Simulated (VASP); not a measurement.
# InSb (F-43m) in VASP: a series of runs, part 2 of 2

VASP 6.6.1.

### 3 Relaxation of cell and atoms, PBEsol

This run uses another cell than the first one, of 34.66 Å³/atom, 1.020 times its volume.

Contents of INCAR:

```
SYSTEM = InSb
PREC     = Accurate       ! precision mode
ENCUT    = 600            ! plane-wave cutoff, eV
EDIFF    = 1E-7           ! SCF threshold, eV
ISMEAR   = 0              ! smearing method
SIGMA    = 0.03           ! smearing width, eV
LREAL    = .FALSE.        ! projectors in reciprocal space
LASPH    = .TRUE.         ! aspherical terms in the spheres
NELM     = 80             ! most SCF steps
ALGO     = Normal         ! electronic algorithm
ISIF     = 3              ! what is computed and relaxed
LWAVE    = .FALSE.        ! write WAVECAR
LCHARG   = .FALSE.        ! write CHGCAR
GGA      = PS             ! functional
IBRION   = 2              ! ionic algorithm
NSW      = 90             ! ionic steps
EDIFFG   = -0.005         ! ionic threshold
KPAR     = 2
```

Contents of KPOINTS:

```
regular mesh
0
G
  10 10 10
  0 0 0
```

Contents of POSCAR:

```
InSb                                    
1.0
    0.0000000000      3.2603245804      3.2603245804
    3.2603245804      0.0000000000      3.2603245804
    3.2603245804      3.2603245804      0.0000000000
  In              Sb            
     1     1
Direct
     0.0000000000000000    0.0000000000000000    0.0000000000000000
     0.2500000000000000    0.2500000000000000    0.2500000000000000
```

Potentials or basis: VASP PAW PBE potentials, release 64 (In_d, Sb).

Run with:

```
$ cat potpaw_PBE.64/In_d/POTCAR potpaw_PBE.64/Sb/POTCAR > POTCAR
$ mpirun -np 2 vasp_std > vasp.out
```

Run time: 14 s. Hardware: 2 MPI ranks of Intel Xeon 6975P-C (Granite Rapids), shared host; peak memory 0.26 GiB.

It converged, with:

| Item | Value |
| --- | --- |
| Free energy | -7.6999 eV |
| Pressure after relaxing | 0.0 GPa |
| Band gap on the k mesh | none (metal or under the smearing width) |

Final structure:
```
CELL_PARAMETERS angstrom
0.00000 3.26032 3.26032
3.26032 0.00000 3.26032
3.26032 3.26032 0.00000
ATOMIC_POSITIONS crystal
In 0.00000 0.00000 0.00000
Sb 0.25000 0.25000 0.25000
```

Levels at points of the mesh, in eV from the Fermi level:
```csv
k point,band 7,band 8,band 9,band 10,band 11,band 12
"(0.00, 0.00, 0.00)",-0.38,-0.01,-0.01,-0.01,2.92,2.92
"(0.50, 0.00, 0.00)",-5.58,-0.99,-0.99,0.43,3.76,3.76
"(0.50, 0.50, 0.00)",-5.88,-2.22,-2.22,1.27,1.28,8.00
```

Caveat: the relaxation stopped at its first step, so nothing moved; the PAW data sets were made with another functional, which shifts forces and pressure a little; this crystal is a semiconductor, whose small gap the functional closes, so the metal is an error of the method. The run has no spin-orbit coupling, so splittings on Sb are missing.

### 4 Relaxation of cell and atoms, PBEsol

Contents of INCAR:

```
  PREC = Accurate
  ENCUT = 600
  EDIFF = 1E-6
  ISMEAR = 0
  SIGMA = 0.03
  LREAL = F
  LASPH = T
  NELM = 80
  ALGO = Normal
  ISIF = 3
  LWAVE = F
  LCHARG = F
  GGA = PS
  IBRION = 2
  NSW = 90
  EDIFFG = -0.01
```

Contents of KPOINTS:

```
regular mesh
0
Gamma
  10 10 10
```

Contents of POSCAR:

```
InSb
1.0
    0.0000000000      3.2391000000      3.2391000000
    3.2391000000      0.0000000000      3.2391000000
    3.2391000000      3.2391000000      0.0000000000
In Sb
1 1
Direct
    0.0000000000      0.0000000000      0.0000000000
    0.2500000000      0.2500000000      0.2500000000
```

Run with:

```
$ cat potpaw_PBE.64/In_d/POTCAR potpaw_PBE.64/Sb/POTCAR > POTCAR
$ mpirun -np 1 vasp_std > vasp.out
```

It took 76 s on 1 thread of Intel Xeon Platinum 8488C (Sapphire Rapids), shared host; peak memory 0.27 GiB.

It converged, with:

```yaml
Free_energy: -7.6998 eV
Relaxed_volume: 34.66 Å³/atom
Relaxed_cell: a = 4.611 Å, b = 4.611 Å, c = 4.611 Å, α = 60.00°, β = 60.00°, γ = 60.00°
Space_group_after_relaxing_to_0.05_Å: F-43m (No. 216)
Energy_gained_by_relaxing: 1.8 meV/atom
Ionic_steps: 3
Pressure_after_relaxing: 0.0 GPa
Band_gap_on_the_k_mesh: none (metal or under the smearing width)
```

Step by step:
```
step  energy change (eV)  largest force (eV/Å)  pressure (GPa)  volume (Å³)
   1              0.0000                0.0000            0.88        67.97
   2             -0.0031                0.0000           -0.31        69.82
   3             -0.0036                0.0000           -0.01        69.31
```

Final structure:
```cif
data_structure
_symmetry_space_group_name_H-M 'P 1'
_symmetry_Int_Tables_number 1
_cell_length_a 4.6108
_cell_length_b 4.6108
_cell_length_c 4.6108
_cell_angle_alpha 60.000
_cell_angle_beta 60.000
_cell_angle_gamma 60.000
_cell_volume 69.31
loop_
_atom_site_label
_atom_site_type_symbol
_atom_site_fract_x
_atom_site_fract_y
_atom_site_fract_z
_atom_site_occupancy
In1 In 0.00000 0.00000 0.00000 1
Sb1 Sb 0.25000 0.25000 0.25000 1
```

Levels at points of the mesh, in eV from the Fermi level:
```csv
k point,band 7,band 8,band 9,band 10,band 11,band 12
"(0.00, 0.00, 0.00)",-0.38,-0.01,-0.01,-0.01,2.92,2.92
"(0.50, 0.00, 0.00)",-5.58,-0.99,-0.99,0.43,3.76,3.76
"(0.50, 0.50, 0.00)",-5.88,-2.22,-2.22,1.27,1.28,8.00
```

Caveat: the PAW data sets were made with another functional, which shifts forces and pressure a little; this crystal is a semiconductor, whose small gap the functional closes, so the metal is an error of the method. The run has no spin-orbit coupling, so splittings on Sb are missing.

### 5 Relaxation of cell and atoms, PBEsol

This run uses another cell than the first one, of 34.66 Å³/atom, 1.020 times its volume.

Changes to INCAR since step 4:

```diff
@@ -2,3 +2,3 @@
   ENCUT = 600
-  EDIFF = 1E-6
+  EDIFF = 1E-7
   ISMEAR = 0
@@ -15,2 +15,2 @@
   NSW = 90
-  EDIFFG = -0.01
+  EDIFFG = -0.005
```

KPOINTS is that of step 4.

Contents of POSCAR:

```
InSb                                    
1.0
   -0.0000000000      3.2603245817      3.2603245817
    3.2603245817      0.0000000000      3.2603245817
    3.2603245817      3.2603245817      0.0000000000
  In              Sb            
     1     1
Direct
     0.0000000000000000    0.0000000000000000    0.0000000000000000
     0.2500000000000000    0.2500000000000000    0.2500000000000000
```

Run with:

```
$ cat potpaw_PBE.64/In_d/POTCAR potpaw_PBE.64/Sb/POTCAR > POTCAR
$ mpirun -np 1 vasp_std > vasp.out
```

Run time: 36 s. Hardware: 1 thread of Intel Xeon Platinum 8488C (Sapphire Rapids), shared host; peak memory 0.26 GiB.

It converged, with:

| Item | Value |
| --- | --- |
| Free energy | -7.6999 eV |
| Pressure after relaxing | 0.0 GPa |
| Band gap on the k mesh | none (metal or under the smearing width) |

Final structure:
```cif
data_structure
_symmetry_space_group_name_H-M 'P 1'
_symmetry_Int_Tables_number 1
_cell_length_a 4.6108
_cell_length_b 4.6108
_cell_length_c 4.6108
_cell_angle_alpha 60.000
_cell_angle_beta 60.000
_cell_angle_gamma 60.000
_cell_volume 69.31
loop_
_atom_site_label
_atom_site_type_symbol
_atom_site_fract_x
_atom_site_fract_y
_atom_site_fract_z
_atom_site_occupancy
In1 In 0.00000 0.00000 0.00000 1
Sb1 Sb 0.25000 0.25000 0.25000 1
```

Levels at points of the mesh, in eV from the Fermi level:
```tsv
k point	band 6	band 7	band 8	band 9	band 10	band 11	band 12	band 13
(0.00, 0.00, 0.00)	-10.64	-0.38	-0.01	-0.01	-0.01	2.92	2.92	2.92
(0.50, 0.00, 0.00)	-9.31	-5.58	-0.99	-0.99	0.43	3.76	3.76	5.96
(0.50, 0.50, 0.00)	-8.72	-5.88	-2.22	-2.22	1.27	1.28	8.00	8.00
```

Caveat: the relaxation stopped at its first step, so nothing moved; the PAW data sets were made with another functional, which shifts forces and pressure a little; this crystal is a semiconductor, whose small gap the functional closes, so the metal is an error of the method.

### 6 Relaxation of cell and atoms, PBEsol

Contents of INCAR:

```
SYSTEM = InSb
PREC = Accurate
ENCUT = 600
EDIFF = 1E-6
ISMEAR = 0
SIGMA = 0.03
LREAL = .False.
LASPH = .True.
NELM = 80
ALGO = Normal
ISIF = 3
LWAVE = .False.
LCHARG = .False.
GGA = PS
IBRION = 2
NSW = 90
EDIFFG = -0.01
```

Contents of KPOINTS:

```
regular mesh
0
Gamma
  10 10 10
  0 0 0
```

Contents of POSCAR:

```
InSb
1.0
    0.0000000000      3.2391000000      3.2391000000
    3.2391000000      0.0000000000      3.2391000000
    3.2391000000      3.2391000000      0.0000000000
In Sb
1 1
Direct
    0.0000000000      0.0000000000      0.0000000000
    0.2500000000      0.2500000000      0.2500000000
```

Potentials or basis: VASP PAW PBE potentials, release 64 (In_d, Sb).

Run with:

```
$ cat potpaw_PBE.64/In_d/POTCAR potpaw_PBE.64/Sb/POTCAR > POTCAR
$ mpirun -np 1 vasp_std > vasp.out
```

OUTCAR:

```text
SYSTEM = InSb
   PREC = Accurate
   ENCUT = 600
   EDIFF = 1E-6
   ISMEAR = 0
   LREAL = .False.
   LASPH = .True.
   NELM = 80
   ISIF = 3
   GGA = PS
   IBRION = 2
   NSW = 90
   EDIFFG = -0.01

 ion  position               nearest neighbor table
   1  0.000  0.000  0.000-   2 2.81   2 2.81   2 2.81   2 2.81
   2  0.250  0.250  0.250-   1 2.81   1 2.81   1 2.81   1 2.81

  LATTYP: Found a face centered cubic cell.
 ALAT       =     6.4782000000

  Lattice vectors:

 A1 = (   0.0000000000,   3.2391000000,   3.2391000000)
 A2 = (   3.2391000000,   0.0000000000,   3.2391000000)
 A3 = (   3.2391000000,   3.2391000000,   0.0000000000)

Analysis of symmetry for initial positions (statically):
=====================================================================
 Subroutine PRICEL returns:
 Original cell was already a primitive cell.

 Routine SETGRP: Setting up the symmetry group for a
 face centered cubic supercell.
[... 226 lines left out ...]
     10       4.6861      1.33333
     11       7.6202      0.00000
     12       7.6202      0.00000
     13       7.6202      0.00000
[... 403 lines left out ...]
--------------------------------------- Ionic step        3  -------------------------------------------

 number of electron      17.9999999 magnetization

 Free energy of the ion-electron system (eV)
  ---------------------------------------------------
  ext. energy  EPLUGINS =         0.00000000
  ---------------------------------------------------
  free energy    TOTEN  =        -7.69983402 eV

  energy without entropy =       -7.69978774  energy(sigma->0) =       -7.69981088

 E-fermi :   4.7705     XC(G=0):  -8.7870

 val. band max:        4.7613194605   @ k =   0.0000   0.0000   0.0000
 cond. band min:       5.1999534527   @ k =   0.5000   0.0000   0.0000
 fundamental gap:      0.4386339922
 Fermi energy:         4.7704565351

 k-point     1 :       0.0000    0.0000    0.0000
  band No.  band energies     occupation
      1      -9.7386      2.00000
      2      -9.7386      2.00000
      3      -9.7386      2.00000
      4      -9.6574      2.00000
      5      -9.6574      2.00000
      6      -5.8669      2.00000
      7       4.3916      2.00000
      8       4.7613      1.33333
      9       4.7613      1.33333
     10       4.7613      1.33333
     11       7.6947      0.00000
     12       7.6947      0.00000
     13       7.6947      0.00000
[... 397 lines left out ...]
  FREE ENERGIE OF THE ION-ELECTRON SYSTEM (eV)
  ---------------------------------------------------
  free  energy   TOTEN  =        -7.6998340192 eV

  energy  without entropy=       -7.6997877405  energy(sigma->0) =       -7.69981088

 reached required accuracy - stopping structural energy minimisation
```

OSZICAR:

```text
N       E                     dE             d eps       ncg     rms          rms(c)
DAV:   1     0.114085304536E+03    0.11409E+03   -0.87354E+03  1222   0.155E+03
[... 23 lines left out ...]
DAV:   1    -0.770864537140E+01   -0.93034E-02   -0.22293E-01  1532   0.944E+00    0.579E-01
DAV:   2    -0.770108181773E+01    0.75636E-02   -0.17013E-02  1477   0.299E+00    0.208E-01
DAV:   3    -0.769986872846E+01    0.12131E-02   -0.37461E-03  1627   0.125E+00    0.102E-01
DAV:   4    -0.769984641991E+01    0.22309E-04   -0.12236E-04  1242   0.110E-01    0.670E-02
DAV:   5    -0.769983300302E+01    0.13417E-04   -0.18968E-05  1536   0.435E-02    0.298E-02
DAV:   6    -0.769983430847E+01   -0.13054E-05   -0.50916E-06  1729   0.238E-02    0.491E-03
DAV:   7    -0.769983401924E+01    0.28922E-06   -0.30207E-07   631   0.104E-02
   3 F= -.76998340E+01 E0= -.76998109E+01  d E =-.363393E-02
```

CONTCAR:

```text
InSb
   1.00000000000000
    -0.0000000000000000    3.2603245816784452    3.2603245816784452
     3.2603245816784452    0.0000000000000000    3.2603245816784452
     3.2603245816784452    3.2603245816784452    0.0000000000000000
  In              Sb
     1     1
Direct
     0.0000000000000000    0.0000000000000000    0.0000000000000000
     0.2500000000000000    0.2500000000000000    0.2500000000000000

  0.00000000E+00  0.00000000E+00  0.00000000E+00
  0.00000000E+00  0.00000000E+00  0.00000000E+00
```

Wall time 1.7 min (1 thread of Intel Xeon Platinum 8488C (Sapphire Rapids), shared host); peak memory 0.27 GiB.

Results:

- Free energy: -7.6998 eV
- Relaxed volume: 34.66 Å³/atom
- Relaxed cell: a = 4.611 Å, b = 4.611 Å, c = 4.611 Å, α = 60.00°, β = 60.00°, γ = 60.00°
- Space group after relaxing (to 0.05 Å): F-43m (No. 216)
- Energy gained by relaxing: 1.8 meV/atom
- Ionic steps: 3
- Pressure after relaxing: 0.0 GPa
- Band gap on the k mesh: none (metal or under the smearing width)

Step by step:
```
step  energy change (eV)  largest force (eV/Å)  pressure (GPa)  volume (Å³)
   1              0.0000                0.0000            0.88        67.97
   2             -0.0031                0.0000           -0.31        69.82
   3             -0.0036                0.0000           -0.01        69.31
```

Final structure:
```
In Sb
1.0
     0.00000    3.26032    3.26032
     3.26032    0.00000    3.26032
     3.26032    3.26032    0.00000
In Sb
1 1
Direct
  0.00000 0.00000 0.00000
  0.25000 0.25000 0.25000
```

Levels at points of the mesh, in eV from the Fermi level:
```tsv
k point	band 7	band 8	band 9	band 10	band 11	band 12
(0.00, 0.00, 0.00)	-0.38	-0.01	-0.01	-0.01	2.92	2.92
(0.50, 0.00, 0.00)	-5.58	-0.99	-0.99	0.43	3.76	3.76
(0.50, 0.50, 0.00)	-5.88	-2.22	-2.22	1.27	1.28	8.00
```

Caveat: the PAW data sets were made with another functional, which shifts forces and pressure a little; this crystal is a semiconductor, whose small gap the functional closes, so the metal is an error of the method. The run has no spin-orbit coupling, so splittings on Sb are missing.
